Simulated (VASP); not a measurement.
# KI (Pm-3m) in VASP: notebook

The runs below take KI through single point, with HSE06, r2SCAN.

All numbers are computed with VASP 6.6.1; they aren't measurements. Logs are shortened: lines on timing, memory, paths and dates and some standing lists are left out, and cuts for length are marked.

## Step 1: Starting point

The structure is cubic, space group Pm-3m (No. 221). The conventional cell has a = 4.291 Å, b = 4.291 Å, c = 4.291 Å, α = 90.00°, β = 90.00°, γ = 90.00°. K (site symmetry m-3m) has 8 I at 3.72 Å as nearest neighbours. I (site symmetry m-3m) has 8 K at 3.72 Å as nearest neighbours.

The cell was built by a generator and needn't be a form met in nature.

## Step 2: Single point, HSE06

POSCAR reads:

```
KI
1.0
    4.2909401140      0.0000000000      0.0000000000
    0.0000000000      4.2909401140      0.0000000000
    0.0000000000      0.0000000000      4.2909401140
K I
1 1
Direct
    0.0000000000      0.0000000000      0.0000000000
    0.5000000000      0.5000000000      0.5000000000
```

INCAR.step1 reads:

```
  ALGO = Normal
  EDIFF = 1E-5
  ENCUT = 520
  GGA = PE
  ISIF = 2
  ISMEAR = 0
  LASPH = True
  LCHARG = False
  LREAL = False
  LWAVE = True
  NBANDS = 15
  NELM = 100
  PREC = Accurate
  SIGMA = 0.01
```

INCAR.step2 reads:

```
  ALGO = Normal
  EDIFF = 1E-6
  ENCUT = 520
  GGA = PE
  HFSCREEN = 0.2079
  ISIF = 2
  ISMEAR = 0
  ISTART = 1
  LASPH = True
  LCHARG = False
  LHFCALC = True
  LREAL = False
  LWAVE = False
  NBANDS = 15
  NELM = 100
  PREC = Accurate
  PRECFOCK = Normal
  SIGMA = 0.01
```

KPOINTS reads:

```
k-points
0
Gamma
  4 4 4
```

Potentials or basis: VASP PAW PBE potentials, release 64 (K_sv, I).

Launch:

```
$ cat potpaw_PBE.64/K_sv/POTCAR potpaw_PBE.64/I/POTCAR > POTCAR
$ cp INCAR.step1 INCAR
$ mpirun -np 1 vasp_std > vasp.out
$ cp INCAR.step2 INCAR
$ mpirun -np 1 vasp_std > vasp.out
```

OUTCAR:

```text
EDIFF = 1E-6
   ENCUT = 520
   GGA = PE
   HFSCREEN = 0.2079
   ISIF = 2
   ISMEAR = 0
   ISTART = 1
   LASPH = True
   LHFCALC = True
   LREAL = False
   NELM = 100
   PREC = Accurate
   PRECFOCK = Normal

 ion  position               nearest neighbor table
   1  0.000  0.000  0.000-
   2  0.500  0.500  0.500-

  LATTYP: Found a simple cubic cell.
 ALAT       =     4.2909401140

  Lattice vectors:

 A1 = (   4.2909401140,   0.0000000000,   0.0000000000)
 A2 = (   0.0000000000,   4.2909401140,   0.0000000000)
 A3 = (   0.0000000000,   0.0000000000,   4.2909401140)

Analysis of symmetry for initial positions (statically):
=====================================================================
 Subroutine PRICEL returns:
 Original cell was already a primitive cell.

 Routine SETGRP: Setting up the symmetry group for a
 simple cubic supercell.

 Subroutine GETGRP returns: Found 48 space group operations
 (whereof 48 operations were pure point group operations)
 out of a pool of 48 trial point group operations.

The static configuration has the point symmetry O_h .

Analysis of symmetry for dynamics (positions and initial velocities):
=====================================================================
 Subroutine PRICEL returns:
 Original cell was already a primitive cell.

 Routine SETGRP: Setting up the symmetry group for a
 simple cubic supercell.

 Subroutine GETGRP returns: Found 48 space group operations
 (whereof 48 operations were pure point group operations)
 out of a pool of 48 trial point group operations.

The dynamic configuration has the point symmetry O_h .

 Subroutine INISYM returns: Found 48 space group operations
 (whereof 48 operations are pure point group operations),
 and found     1 'primitive' translations

----------------------------------------------------------------------------------------

                                     Primitive cell

  volume of cell :      79.0055

  direct lattice vectors                    reciprocal lattice vectors
     4.290940114  0.000000000  0.000000000     0.233049163  0.000000000  0.000000000
     0.000000000  4.290940114  0.000000000     0.000000000  0.233049163  0.000000000
     0.000000000  0.000000000  4.290940114     0.000000000  0.000000000  0.233049163

  length of vectors
     4.290940114  4.290940114  4.290940114     0.233049163  0.233049163  0.233049163

  position of ions in fractional coordinates (direct lattice)
     0.000000000  0.000000000  0.000000000
     0.500000000  0.500000000  0.500000000

  ion indices of the primitive-cell ions
   primitive index   ion index
                 1           1
                 2           2

----------------------------------------------------------------------------------------

 KPOINTS: k-points

Automatic generation of k-mesh.
 Grid dimensions read from file:
 generate k-points for:    4    4    4

 Generating k-lattice:

  Cartesian coordinates                     Fractional coordinates (reciprocal lattice)
     0.058262291  0.000000000  0.000000000     0.250000000  0.000000000  0.000000000
     0.000000000  0.058262291  0.000000000     0.000000000  0.250000000  0.000000000
     0.000000000  0.000000000  0.058262291     0.000000000  0.000000000  0.250000000

  Length of vectors
     0.058262291  0.058262291  0.058262291

  Shift w.r.t. Gamma in fractional coordinates (k-lattice)
     0.000000000  0.000000000  0.000000000

 Subroutine IBZKPT returns following result:
 ===========================================

 Found     10 irreducible k-points:

 Following reciprocal coordinates:
            Coordinates               Weight
  0.000000  0.000000  0.000000      1.000000
  0.250000  0.000000  0.000000      6.000000
  0.500000  0.000000  0.000000      3.000000
  0.250000  0.250000  0.000000     12.000000
  0.500000  0.250000  0.000000     12.000000
  0.500000  0.500000  0.000000      3.000000
  0.250000  0.250000  0.250000      8.000000
  0.500000  0.250000  0.250000     12.000000
  0.500000  0.500000  0.250000      6.000000
  0.500000  0.500000  0.500000      1.000000
   k-points           NKPTS =     10   k-points in BZ     NKDIM =     64   number of bands    NBANDS=     15
   number of dos      NEDOS =    301   number of ions     NIONS =      2
   total plane-waves  NPLWV =  32768
   dimension x,y,z NGX =    32 NGY =   32 NGZ =   32
   dimension x,y,z NGXF=    64 NGYF=   64 NGZF=   64
   ions per type =               1   1
   NGX,Y,Z   is equivalent  to a cutoff of  12.40, 12.40, 12.40 a.u.
   NGXF,Y,Z  is equivalent  to a cutoff of  24.80, 24.80, 24.80 a.u.
 SYSTEM =  unknown system
   PREC   = accura    normal or accurate (medium, high low for compatibility)
   ISTART =      1    job   : 0-new  1-cont  2-samecut
   ICHARG =      0    charge: 1-file 2-atom 10-const
   ISPIN  =      1    spin polarized calculation?
   LNONCOLLINEAR =      F non collinear calculations
   LSORBIT =      F    spin-orbit coupling
   LASPH  =      T    aspherical Exc in radial PAW
   ENCUT  =  520.0 eV  38.22 Ry    6.18 a.u.   7.98  7.98  7.98*2*pi/ulx,y,z
   NELM   =    100;   NELMIN=  2; NELMDL=  0     # of ELM steps
   EDIFF  = 0.1E-05   stopping-criterion for ELM
   LREAL  =      F    real-space projection
   EDIFFG = 0.1E-04   stopping-criterion for IOM
   NSW    =      0    number of steps for IOM
   IBRION =     -1    ionic relax: 0-MD 1-quasi-New 2-CG
   NFREE  =      0    steps in history (QN), initial steepest desc. (CG)
   ISIF   =      2    stress and relaxation
   ISYM   =      3    0-nonsym 1-usesym 2-fastsym
   POTIM  = 0.5000    time-step for ionic-motion
   TEBEG  =    0.0;   TEEND  =   0.0 temperature during run
   PSTRESS=    0.0 pullay stress
   NELECT =      16.0000    total number of electrons
   NUPDOWN=      -1.0000    fix difference up-down
   EMIN   =  10.00;   EMAX   =-10.00  energy-range for DOS
   EFERMI =   0.00;   METHOD = LEGACY
   ISMEAR =     0;   SIGMA  =   0.01  broadening in eV -4-tet -1-fermi 0-gaus
   EFERMI_NEDOS =   21; number of points for ismear=-14 and -15
   IALGO  =     38    algorithm
   IMIX   =      1    mixing-type and parameters
     AMIX     =   0.40;   BMIX     =  1.00
     AMIX_MAG =   1.60;   BMIX_MAG =  1.00
  volume/ion in A,a.u.               =      39.50       266.58
  Fermi-wavevector in a.u.,A,eV,Ry     =   0.961381  1.816747 12.575241  0.924254
  Thomas-Fermi vector in A             =   2.090748
   LORBIT       =      0    0 simple, 1 ext, 2 COOP (PROOUT), +10 PAW based schemes
   GGA     = PE    functional components
   LHFCALC =     T    Hartree Fock is set to
   PRECFOCK=normal    Normal, Fast or Accurate (Low or Medium for compatibility)
   ENCUT4O =  -1.0   cutoff for four orbital integrals eV
   NKREDX  =     1    reduce k-point grid by
   NKREDY  =     1    reduce k-point grid by
   NKREDZ  =     1    reduce k-point grid by
   AEXX    =    0.2500 exact exchange contribution
   HFSCREEN=    0.2079 screening length (either q_TF or 0.3 A-1)
   HFSCREENC=   0.2079 screening length for correlation (either q_TF or 0.3 A-1)
   ENCUTFOCK=  -1.0 apply spherical cutoff to Coloumb kernel
   IVDW    =     0    specifies the selected vdW correction
   LEPSILON=     F    determine dielectric tensor
   LRPA    =     F    only Hartree local field effects (RPA)
 non-spin polarized calculation
 Gauss-broadening in eV      SIGMA  =   0.01
  energy-cutoff  :      520.00
  volume of cell :       79.01
 maximum number of plane-waves:      2176
 NGX is ok and might be reduce to    32
  NGX = 24; NGY = 24; NGZ = 24

 number of electron      16.0000003 magnetization

 Free energy of the ion-electron system (eV)
  ---------------------------------------------------
  ext. energy  EPLUGINS =         0.00000000
  ---------------------------------------------------
  free energy    TOTEN  =        -6.25606515 eV

  energy without entropy =       -6.25606515  energy(sigma->0) =       -6.25606515

 E-fermi :   0.2780     XC(G=0):  -6.4652

 val. band max:        0.2112500579   @ k =   0.5000   0.5000   0.0000
 cond. band min:       4.5097835392   @ k =   0.0000   0.0000   0.0000
 fundamental gap:      4.2985334813
 Fermi energy:         0.2779867218

 k-point     1 :       0.0000    0.0000    0.0000
  band No.  band energies     occupation
      1     -31.5663      2.00000
      2     -13.6646      2.00000
      3     -13.6646      2.00000
      4     -13.6646      2.00000
      5     -11.8989      2.00000
      6      -0.1802      2.00000
      7      -0.1802      2.00000
      8      -0.1802      2.00000
      9       4.5098      0.00000
     10       5.9974      0.00000
     11       5.9974      0.00000
     12      10.0251      0.00000
     13      10.0251      0.00000
     14      10.0251      0.00000
     15      12.1083      0.00000

 k-point     2 :       0.2500    0.0000    0.0000
  band No.  band energies     occupation
      1     -31.5638      2.00000
      2     -13.7565      2.00000
      3     -13.6584      2.00000
      4     -13.6584      2.00000
      5     -11.7273      2.00000
      6      -1.3720      2.00000
      7      -0.1345      2.00000
      8      -0.1345      2.00000
      9       5.5683      0.00000
     10       6.4743      0.00000
     11       7.4214      0.00000
     12       9.8184      0.00000
     13       9.8184      0.00000
     14      10.2054      0.00000
     15      10.3037      0.00000
[... 113 lines left out ...]
      3     -13.7382      2.00000
      4     -13.6858      2.00000
      5     -11.4094      2.00000
      6      -1.6045      2.00000
      7      -1.6045      2.00000
      8      -0.7947      2.00000
      9       5.7825      0.00000
     10       7.3776      0.00000
     11       7.3776      0.00000
     12       8.8694      0.00000
     13      10.6342      0.00000
     14      10.6342      0.00000
     15      11.2584      0.00000

 k-point    10 :       0.5000    0.5000    0.5000
  band No.  band energies     occupation
      1     -31.5524      2.00000
      2     -13.7275      2.00000
      3     -13.7275      2.00000
      4     -13.7275      2.00000
      5     -11.3091      2.00000
      6      -1.5673      2.00000
      7      -1.5673      2.00000
      8      -1.5673      2.00000
      9       6.8077      0.00000
     10       6.8077      0.00000
     11       6.8077      0.00000
     12      10.5363      0.00000
     13      10.5363      0.00000
     14      10.5363      0.00000
     15      10.6241      0.00000

------------------------ aborting loop because EDIFF is reached ----------------------------------------

  FORCE on cell =-STRESS in cart. coord.  units (eV):
  Direction    XX          YY          ZZ          XY          YZ          ZX
  --------------------------------------------------------------------------------------
  -------------------------------------------------------------------------------------
  Total        0.1470231      0.1470231      0.1470231     -0.0000000     -0.0000000      0.0000000
  in kB        2.9815269      2.9815269      2.9815269     -0.0000000     -0.0000000      0.0000000
  external PRESSURE =       2.9815269 kB  Pullay stress =       0.0000000 kB

 VOLUME and BASIS-vectors are now :
 -----------------------------------------------------------------------------
  energy-cutoff  :      520.00
  volume of cell :       79.01
      direct lattice vectors                 reciprocal lattice vectors
     4.290940114  0.000000000  0.000000000     0.233049163  0.000000000  0.000000000
     0.000000000  4.290940114  0.000000000     0.000000000  0.233049163  0.000000000
     0.000000000  0.000000000  4.290940114     0.000000000  0.000000000  0.233049163

 POSITION                                       TOTAL-FORCE (eV/Angst)
 -----------------------------------------------------------------------------------
      0.00000      0.00000      0.00000         0.000000      0.000000      0.000000
      2.14547      2.14547      2.14547         0.000000      0.000000      0.000000
 -----------------------------------------------------------------------------------
    total drift:                                0.000000      0.000000      0.000000

  FREE ENERGIE OF THE ION-ELECTRON SYSTEM (eV)
  ---------------------------------------------------
  free  energy   TOTEN  =        -6.2560651539 eV

  energy  without entropy=       -6.2560651539  energy(sigma->0) =       -6.25606515
```

Wall time 3.8 min (1 thread of Intel Xeon Platinum 8488C (Sapphire Rapids), shared host); peak memory 0.29 GiB.

Results:

* Free energy: -6.2561 eV
* Pressure: 0.3 GPa
* Band gap on the k mesh: 4.30 eV, indirect (least direct gap 4.69 eV)

Caveat: the PAW data sets were made with another functional, which shifts forces and pressure a little; spin-orbit coupling is left out, which moves the levels of the heavy elements. A k mesh can miss the band edges.

## Step 3: Single point, r2SCAN

POSCAR is that of step 2.

INCAR.step1 reads:

```
PREC     = Accurate       # precision mode
ENCUT    = 520            # plane-wave cutoff, eV
ISMEAR   = 0              # smearing method
SIGMA    = 0.01           # smearing width, eV
LREAL    = F              # projectors in reciprocal space
LASPH    = T              # aspherical terms in the spheres
NELM     = 100            # most SCF steps
NBANDS   = 15             # bands
GGA      = PE             # functional
ALGO     = Normal         # electronic algorithm
EDIFF    = 1E-4           # SCF threshold, eV
LWAVE    = T              # write WAVECAR
LCHARG   = F              # write CHGCAR
```

INCAR.step2 reads:

```
PREC     = Accurate       # precision mode
ENCUT    = 520            # plane-wave cutoff, eV
EDIFF    = 1E-6           # SCF threshold, eV
ISMEAR   = 0              # smearing method
SIGMA    = 0.01           # smearing width, eV
LREAL    = F              # projectors in reciprocal space
LASPH    = T              # aspherical terms in the spheres
NELM     = 100            # most SCF steps
ALGO     = Normal         # electronic algorithm
ISIF     = 2              # what is computed and relaxed
LWAVE    = F              # write WAVECAR
LCHARG   = F              # write CHGCAR
METAGGA  = R2SCAN         # meta-GGA
LMIXTAU  = T            
NBANDS   = 15             # bands
ISTART   = 1
```

KPOINTS reads:

```
regular mesh
0
Gamma
  4 4 4
```

Potentials or basis: VASP PAW PBE potentials, release 64 (K_sv, I).

Launch:

```
$ cat potpaw_PBE.64/K_sv/POTCAR potpaw_PBE.64/I/POTCAR > POTCAR
$ cp INCAR.step1 INCAR
$ mpirun -np 1 vasp_std > vasp.out
$ cp INCAR.step2 INCAR
$ mpirun -np 1 vasp_std > vasp.out
```

Wall time 22 s (1 thread of Intel Xeon Platinum 8488C (Sapphire Rapids), shared host); peak memory 0.19 GiB.

It converged, with:

| Property | Result |
| --- | --- |
| Free energy | -33.8572 eV |
| Pressure | 0.1 GPa |
| Band gap on the k mesh | 4.04 eV, indirect (least direct gap 4.41 eV) |

Levels at points of the mesh, in eV from the valence-band top:
```
           k point  band 5  band 6  band 7  band 8  band 9  band 10  band 11  band 12
(0.00, 0.00, 0.00)  -11.49   -0.37   -0.37   -0.37    4.04     5.25     5.25     9.09
(0.50, 0.00, 0.00)  -11.17   -2.31   -0.29   -0.29    6.14     6.71     7.63     7.76
(0.50, 0.50, 0.00)  -11.12   -1.75   -1.75    0.00    4.44     6.36     7.41     7.41
(0.50, 0.50, 0.50)  -10.93   -1.69   -1.69   -1.69    6.13     6.13     6.13     9.62
```

Caveat: the PAW data sets were made with another functional, which shifts forces and pressure a little; spin-orbit coupling is left out, which moves the levels of the heavy elements. A k mesh can miss the band edges.

## Step 4: Single point, r2SCAN

POSCAR is that of step 3.

INCAR.step1 reads:

```
SYSTEM = KI
PREC = Accurate
ENCUT = 520
ISMEAR = 0
SIGMA = 0.01
LREAL = .FALSE.
LASPH = .TRUE.
NELM = 100
NBANDS = 15
GGA = PE
ALGO = Normal
EDIFF = 1E-4
LWAVE = .TRUE.
LCHARG = .FALSE.
```

INCAR.step2 reads:

```
SYSTEM = KI
PREC = Accurate
ENCUT = 520
EDIFF = 1E-6
ISMEAR = 0
SIGMA = 0.01
LREAL = .FALSE.
LASPH = .TRUE.
NELM = 100
ALGO = Normal
ISIF = 2
LWAVE = .FALSE.
LCHARG = .FALSE.
METAGGA = R2SCAN
LMIXTAU = .TRUE.
NBANDS = 15
ISTART = 1
```

KPOINTS reads:

```
regular mesh
0
G
  4 4 4
  0 0 0
```

Launch:

```
$ cat potpaw_PBE.64/K_sv/POTCAR potpaw_PBE.64/I/POTCAR > POTCAR
$ cp INCAR.step1 INCAR
$ mpirun -np 1 vasp_std > vasp.out
$ cp INCAR.step2 INCAR
$ mpirun -np 1 vasp_std > vasp.out
```

Wall time 22 s (1 thread of Intel Xeon Platinum 8488C (Sapphire Rapids), shared host); peak memory 0.18 GiB.

The run converged. Its results:

| Property | Result |
| --- | --- |
| Free energy | -33.8572 eV |
| Pressure | 0.1 GPa |
| Band gap on the k mesh | 4.04 eV, indirect (least direct gap 4.41 eV) |

Levels at points of the mesh, in eV from the valence-band top:
```
           k point  band 4  band 5  band 6  band 7  band 8  band 9  band 10  band 11  band 12  band 13
(0.00, 0.00, 0.00)  -13.27  -11.49   -0.37   -0.37   -0.37    4.04     5.25     5.25     9.09     9.09
(0.50, 0.00, 0.00)  -13.26  -11.17   -2.31   -0.29   -0.29    6.14     6.71     7.63     7.76     9.34
(0.50, 0.50, 0.00)  -13.26  -11.12   -1.75   -1.75    0.00    4.44     6.36     7.41     7.41     9.77
(0.50, 0.50, 0.50)  -13.34  -10.93   -1.69   -1.69   -1.69    6.13     6.13     6.13     9.62     9.62
```

Caveat: the PAW data sets were made with another functional, which shifts forces and pressure a little; spin-orbit coupling is left out, which moves the levels of the heavy elements. r2SCAN opens gaps a little over a GGA but as a rule still falls short of measured ones.
